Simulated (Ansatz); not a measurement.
We consider rutile RuO2, described by RPBE (plane waves, PAW; Ansatz, a first-principles code).

Run with plane-wave cutoff 520 eV, 12×12×18 k mesh (along the axes of the cell as run), Fermi–Dirac smearing 0.05 eV, no spin polarisation, scalar-relativistic PAW data made under PBE.

Computed points:

```json
[
 {"V (Å³/atom)": "10.432", "E − E_lowest (meV/atom)": "13.64", "P (GPa)": "10.45"},
 {"V (Å³/atom)": "10.649", "E − E_lowest (meV/atom)": "3.28", "P (GPa)": "4.93"},
 {"V (Å³/atom)": "10.866", "E − E_lowest (meV/atom)": "0.00", "P (GPa)": "0.00"},
 {"V (Å³/atom)": "11.084", "E − E_lowest (meV/atom)": "3.03", "P (GPa)": "-4.38"},
 {"V (Å³/atom)": "11.301", "E − E_lowest (meV/atom)": "11.66", "P (GPa)": "-8.26"}
]
```

**Question.** Estimate the bulk modulus from the pressures at 10.649 and 11.084 Å³/atom, and compare it with a fit to all energies.

**Answer.** B = −V dP/dV. Between V = 10.649 and 11.084 Å³/atom, dP/dV = (-4.38 − (4.93))/(11.084 − 10.649) = -21.4 GPa per Å³/atom; at the midpoint 10.866 Å³/atom this gives B ≈ 233 GPa. The third-order Birch–Murnaghan fit gives V0 = 10.866 Å³/atom, B0 = 232 GPa, B′ = 4.9, which lies within 1 % of that estimate.

Shape and atoms are relaxed at each volume.

Measured, for comparison: bulk modulus 270 GPa (room temperature, no zero-point or thermal correction; as tabulated in LI and ZENG (2008), arXiv:0807.3251). Computed (rounded) less measured: bulk modulus -14 %.

Note: the bulk modulus comes from volumes at which shape and atoms were relaxed.

The computed numbers hold no vibrational or temperature effects.
